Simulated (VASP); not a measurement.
# CdSe (P6_3mc) in VASP: notebook, part 2 of 2

VASP 6.6.1. The steps go on from the part before.

### 3 Single point, PBE+D4

Input file INCAR:

```
  ALGO = Normal
  EDIFF = 1E-6
  ENCUT = 520
  GGA = PE
  ISIF = 2
  ISMEAR = -1
  IVDW = 13
  LASPH = True
  LCHARG = False
  LREAL = False
  LWAVE = False
  NBANDS = 26
  NELM = 80
  PREC = Accurate
  SIGMA = 0.05
```

Input file KPOINTS:

```
k-points
0
Gamma
  7 7 4
```

Input file POSCAR:

```
CdSe
1.0
    4.3227198985      0.0000000000      0.0000000000
   -2.1613599493      3.7435852456      0.0000000000
    0.0000000000      0.0000000000      7.0643696111
Cd Se
2 2
Direct
    0.6666666667      0.3333333333      0.5048550158
    0.3333333333      0.6666666667      0.0048550158
    0.6666666667      0.3333333333      0.8801449842
    0.3333333333      0.6666666667      0.3801449842
```

Potentials or basis: VASP PAW PBE potentials, release 64 (Cd, Se).

Launch:

```
$ cat potpaw_PBE.64/Cd/POTCAR potpaw_PBE.64/Se/POTCAR > POTCAR
$ mpirun -np 1 vasp_std > vasp.out
```

OUTCAR:

```text
EDIFF = 1E-6
   ENCUT = 520
   GGA = PE
   ISIF = 2
   ISMEAR = -1
   IVDW = 13
   LASPH = True
   LREAL = False
   NELM = 80
   PREC = Accurate

 ion  position               nearest neighbor table
   1  0.667  0.333  0.505-   4 2.65   4 2.65   4 2.65   3 2.65
   2  0.333  0.667  0.005-   3 2.65   3 2.65   3 2.65   4 2.65
   3  0.667  0.333  0.880-   2 2.65   2 2.65   2 2.65   1 2.65
   4  0.333  0.667  0.380-   1 2.65   1 2.65   1 2.65   2 2.65

  LATTYP: Found a hexagonal cell.
 ALAT       =     4.3227198985
 C/A-ratio  =     1.6342418146

  Lattice vectors:

 A1 = (   4.3227198985,   0.0000000000,   0.0000000000)
 A2 = (  -2.1613599493,   3.7435852456,   0.0000000000)
 A3 = (   0.0000000000,   0.0000000000,   7.0643696111)

Analysis of symmetry for initial positions (statically):
=====================================================================
 Subroutine PRICEL returns:
 Original cell was already a primitive cell.

 Routine SETGRP: Setting up the symmetry group for a
 hexagonal supercell.

 Subroutine GETGRP returns: Found 12 space group operations
 (whereof  6 operations were pure point group operations)
 out of a pool of 24 trial point group operations.

The static configuration has the point symmetry C_3v.
 The point group associated with its full space group is C_6v.

Analysis of symmetry for dynamics (positions and initial velocities):
=====================================================================
 Subroutine PRICEL returns:
 Original cell was already a primitive cell.

 Routine SETGRP: Setting up the symmetry group for a
 hexagonal supercell.

 Subroutine GETGRP returns: Found 12 space group operations
 (whereof  6 operations were pure point group operations)
 out of a pool of 24 trial point group operations.

The dynamic configuration has the point symmetry C_3v.
[... 118 lines left out ...]
   ISMEAR =    -1;   SIGMA  =   0.05  broadening in eV -4-tet -1-fermi 0-gaus
   EFERMI_NEDOS =   21; number of points for ismear=-14 and -15
   IALGO  =     38    algorithm
   IMIX   =      4    mixing-type and parameters
     AMIX     =   0.40;   BMIX     =  1.00
     AMIX_MAG =   1.60;   BMIX_MAG =  1.00
  volume/ion in A,a.u.               =      28.58       192.87
  Fermi-wavevector in a.u.,A,eV,Ry     =   1.113789  2.104756 16.878380  1.240526
  Thomas-Fermi vector in A             =   2.250377
   LORBIT       =      0    0 simple, 1 ext, 2 COOP (PROOUT), +10 PAW based schemes
   GGA     = PE    functional components
   LHFCALC =     F    Hartree Fock is set to
   AEXX    =    0.0000 exact exchange contribution
   IVDW    =    13    specifies the selected vdW correction
   LEPSILON=     F    determine dielectric tensor
   LRPA    =     F    only Hartree local field effects (RPA)
 non-spin polarized calculation
  energy-cutoff  :      520.00
  volume of cell :      114.32
 maximum number of plane-waves:      3092
   NGX = 17   NGY = 17   NGZ = 27

 number of electron      35.9999986 magnetization

 Free energy of the ion-electron system (eV)
  ---------------------------------------------------
  ext. energy  EPLUGINS =         0.00000000
  ---------------------------------------------------
  free energy    TOTEN  =       -10.95734764 eV

  energy without entropy =      -10.95732091  energy(sigma->0) =      -10.95733428

 E-fermi :   1.1671     XC(G=0):  -8.8073

 val. band max:        0.8238931352   @ k =   0.0000   0.0000   0.0000
 cond. band min:       1.4513717230   @ k =   0.0000   0.0000   0.0000
 fundamental gap:      0.6274785878
 Fermi energy:         1.1671020847

 k-point     1 :       0.0000    0.0000    0.0000
  band No.  band energies     occupation
      1     -11.6908      2.00000
      2     -11.3281      2.00000
      3      -7.0561      2.00000
      4      -7.0482      2.00000
      5      -7.0482      2.00000
      6      -6.9830      2.00000
[... 685 lines left out ...]
     25       8.8761      0.00000
     26       8.8761      0.00000

------------------------ aborting loop because EDIFF is reached ----------------------------------------

  DFT-D4 for vdW energy calculation

  Edisp (eV):   -1.27051

  FORCE on cell =-STRESS in cart. coord.  units (eV):
  Direction    XX          YY          ZZ          XY          YZ          ZX
  --------------------------------------------------------------------------------------
  -------------------------------------------------------------------------------------
  Total       0.20586     0.20586     0.21060    -0.00000     0.00000     0.00000
  in kB       2.88519     2.88519     2.95162    -0.00000     0.00000     0.00000
  external pressure =        2.91 kB  Pullay stress =        0.00 kB

 VOLUME and BASIS-vectors are now :
 -----------------------------------------------------------------------------
  energy-cutoff  :      520.00
  volume of cell :      114.32
      direct lattice vectors                 reciprocal lattice vectors
     4.322719898  0.000000000  0.000000000     0.231335831  0.133561804  0.000000000
    -2.161359949  3.743585246  0.000000000     0.000000000  0.267123609  0.000000000
     0.000000000  0.000000000  7.064369611     0.000000000  0.000000000  0.141555447

 POSITION                                       TOTAL-FORCE (eV/Angst)
 -----------------------------------------------------------------------------------
      2.16136      1.24786      3.56648         0.000000     -0.000000      0.002299
     -0.00000      2.49572      0.03430        -0.000000      0.000000      0.002299
      2.16136      1.24786      6.21767        -0.000000      0.000000     -0.002299
     -0.00000      2.49572      2.68548         0.000000     -0.000000     -0.002299
 -----------------------------------------------------------------------------------
    total drift:                               -0.000000     -0.000000     -0.000366

  FREE ENERGIE OF THE ION-ELECTRON SYSTEM (eV)
  ---------------------------------------------------
  free  energy   TOTEN  =       -12.2278584038 eV

  energy  without entropy=      -12.2278316755  energy(sigma->0) =      -12.22784504
```

stdout:

```text
POSCAR found type information on POSCAR CdSe
 POSCAR found :  2 types and       4 ions
 scaLAPACK will be used
 LDA part: xc-table for (Slater+PW92), standard interpolation
 POSCAR, INCAR and KPOINTS ok, starting setup
 FFT: planning ... GRIDC
 FFT: planning ... GRID_SOFT
 FFT: planning ... GRID
 WAVECAR not read
 entering main loop
```

Wall time 24 s (1 thread of Intel Xeon 6975P-C (Granite Rapids), shared host); peak memory 0.25 GiB.

Results:

- Free energy: -12.2279 eV
- Pressure: 0.3 GPa
- Band gap on the k mesh: 0.63 eV
- Dispersion energy per atom: -0.318 eV

Forces on the atoms (eV/Å):
```
Cd   0.000  0.000  0.002
Cd   0.000  0.000  0.002
Se   0.000  0.000 -0.002
Se   0.000  0.000 -0.002
```

### 4 Single point, revPBE+D4

Input file INCAR:

```
  PREC = Accurate
  ENCUT = 520
  EDIFF = 1E-6
  ISMEAR = -1
  SIGMA = 0.05
  LREAL = False
  LASPH = True
  NELM = 100
  ALGO = Normal
  ISIF = 2
  LWAVE = False
  LCHARG = False
  GGA = RE
  IVDW = 13
  NBANDS = 26
```

Input file KPOINTS:

```
Automatic mesh
0
Gamma
  7 7 4
```

Input file POSCAR:

```
CdSe
1.0
    4.3206636205      0.0000000000      0.0000000000
   -2.1603318102      3.7418044565      0.0000000000
    0.0000000000      0.0000000000      7.0532027710
Cd Se
2 2
Direct
    0.6666666667      0.3333333333      0.5047190009
    0.3333333333      0.6666666667      0.0047190009
    0.6666666667      0.3333333333      0.8802809991
    0.3333333333      0.6666666667      0.3802809991
```

Launch:

```
$ cat potpaw_PBE.64/Cd/POTCAR potpaw_PBE.64/Se/POTCAR > POTCAR
$ mpirun -np 1 vasp_std > vasp.out
```

Run time: 26 s. Hardware: 1 thread of Intel Xeon 6975P-C (Granite Rapids), shared host; peak memory 0.25 GiB.

It converged, with:

- Free energy: -11.9207 eV
- Pressure: 0.3 GPa
- Band gap on the k mesh: 0.77 eV
- Dispersion energy per atom: -0.534 eV

Forces on the atoms (eV/Å):
```
Cd   0.000  0.000  0.003
Cd   0.000  0.000  0.003
Se   0.000  0.000 -0.003
Se   0.000  0.000 -0.003
```

Levels at points of the mesh, in eV from the valence-band top:
```tsv
k point	band 15	band 16	band 17	band 18	band 19	band 20	band 21	band 22
(0.00, 0.00, 0.00)	-0.74	-0.05	0.00	0.00	0.77	2.29	5.92	5.92
(0.00, 0.00, 0.50)	-0.39	-0.39	-0.39	-0.39	2.44	2.44	5.94	5.94
```

Caveat: the PAW data sets were made with another functional, which shifts forces and pressure a little.

### 5 The runs side by side

| level | cell | gap on the mesh (eV) | pressure (GPa) |
| --- | --- | --- | --- |
| PBE+D3(BJ) | a = 4.322, b = 4.322, c = 7.063 Å, angles 90.0, 90.0, 120.0°, 4 atoms | 0.63 | 0.3 |
| PBE+D4 | a = 4.323, b = 4.323, c = 7.064 Å, angles 90.0, 90.0, 120.0°, 4 atoms | 0.63 | 0.3 |
| revPBE+D4 | a = 4.321, b = 4.321, c = 7.053 Å, angles 90.0, 90.0, 120.0°, 4 atoms | 0.77 | 0.3 |

Alike in all rows: task single point; potentials or basis VASP PAW PBE potentials, release 64 (Cd, Se); no spin polarisation; k mesh 7 × 7 × 4; cutoff (eV) 520; smearing fermi-dirac 0.05 eV.

Caveats: the PAW data sets were made with another functional, which shifts forces and pressure a little (at least some runs).

Total energies depend on the potentials used, so only differences within one code and one set of settings carry meaning.

### 6 Comparison with measurements

Step 2. A measured gap of CdSe is 1.841 eV (2 K; a printed reference work, data compilation); the calculated 0.63 eV misses it by -1.21 eV. So large a miss can be the level of theory's own, or it may mean another phase, state or a wrong row. Spin-orbit coupling on Cd, Se is left out. The value is that of PBE+D3(BJ), without temperature or zero-point motion. Semilocal functionals fall short of measured gaps as a rule.

Step 3. A measured gap of CdSe is 1.841 eV (2 K; a printed reference work, data compilation); the calculated 0.63 eV misses it by -1.21 eV. So large a miss can be the level of theory's own, or it may mean another phase, state or a wrong row. Spin-orbit coupling on Cd, Se is left out. The value is that of PBE+D4, without temperature or zero-point motion. Semilocal functionals fall short of measured gaps as a rule.

Step 4. Against the measured gap of CdSe, 1.841 eV (2 K; a printed reference work, data compilation), the calculated 0.77 eV is off by -1.08 eV. So large a miss can be the level of theory's own, or it may mean another phase, state or a wrong row. Spin-orbit coupling on Cd, Se is left out. The value is that of revPBE+D4, without temperature or zero-point motion. Semilocal functionals fall short of measured gaps as a rule.
